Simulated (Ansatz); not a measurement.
## TaN under changes of volume

One of the cells (10.813 Å³/atom); the others are scaled copies at fixed shape and fractional positions:

```
Ta N
1.0
     0.00000    2.21132    2.21132
     2.21132    0.00000    2.21132
     2.21132    2.21132    0.00000
Ta N
1 1
Direct
  0.50000 0.50000 0.50000
  0.00000 0.00000 0.00000
```

The cell comes from a database or a generator and needn't be the stable form of this composition.

* Program: Ansatz 0.2.0
* Functional: BLYP
* Dispersion: D3(BJ)
* Potentials or basis: Ansatz PAW
* Cutoff: 420 eV (not typed: the program's choice for these potentials)
* k mesh: 10 × 10 × 10
* Occupations: fermi-dirac, width 0.05 eV
* Spin: no spin polarisation

| volume (Å³/atom) | energy over the lowest point (meV/atom) | pressure (GPa) |
| --- | --- | --- |
| 10.164 | 19.66 | 15.4 |
| 10.381 | 4.61 | 7.2 |
| 10.597 | 0.00 | -0.1 |
| 10.813 | 4.72 | -6.7 |
| 11.030 | 17.88 | -12.6 |
| 11.246 | 38.48 | -17.8 |
| 11.462 | ? | ? |

**Question.** What does the run at 11.462 Å³/atom give?

**Answer.** Energy over the lowest point 65.74 meV/atom; pressure -22.5 GPa.

Worked out: A Birch-Murnaghan fit of order 3 (a polynomial in V^(-2/3)) to the other rows has its minimum at 10.59 Å³/atom with B0 = V·E''(V) = 339 GPa and B' = 4.3. It gives 65.83 meV/atom at 11.462 Å³/atom, against the run's 65.74, and -dE/dV = -22.6 GPa, against -22.5.

Energies are extrapolated to zero smearing.

Caveats: pairwise dispersion overbinds metals, which lowers pressure and volume; the PAW data sets come from PBE, with cores solved anew for the run's functional, which leaves a small shift of forces and pressure.
